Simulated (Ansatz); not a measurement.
# Relaxing Sn

Computed with DFT PBE, scalar-relativistic, plane waves, PAW in Ansatz 0.2.0. Cutoff 420 eV, Γ-centred k mesh, Gaussian smearing, no spin polarisation in the final step.

This is the end of a relaxation of cell and atoms.

```yaml
crystal:
  lattice:
    - [0.00000, 2.45186, 2.49850]
    - [2.28017, 0.00000, 2.49850]
    - [2.28017, 2.45186, 0.00000]
  atoms:
    - { symbol: Sn, position: [0.50000, 0.50000, 0.50000] }
```

Energies count from the standard state of Sn at the same level.

Task: What space group does it have?

Result: Fmmm (No. 69). Conventional cell: a = 4.560 Å, b = 4.904 Å, c = 4.997 Å. Sn has 12 Sn at 3.35–3.50 Å.

Task: How far above the standard state of Sn does it lie?

Result: 0.06 eV/atom.

Task: Is it a metal?

Result: Yes, bands cross the Fermi level on the 10×10×4 mesh.

The final run used a 10×10×4 mesh on its 8-atom cell and 0.10 eV smearing. For metals, differences of a few meV/atom aren't resolved.

This form isn't the element's structure at ambient conditions.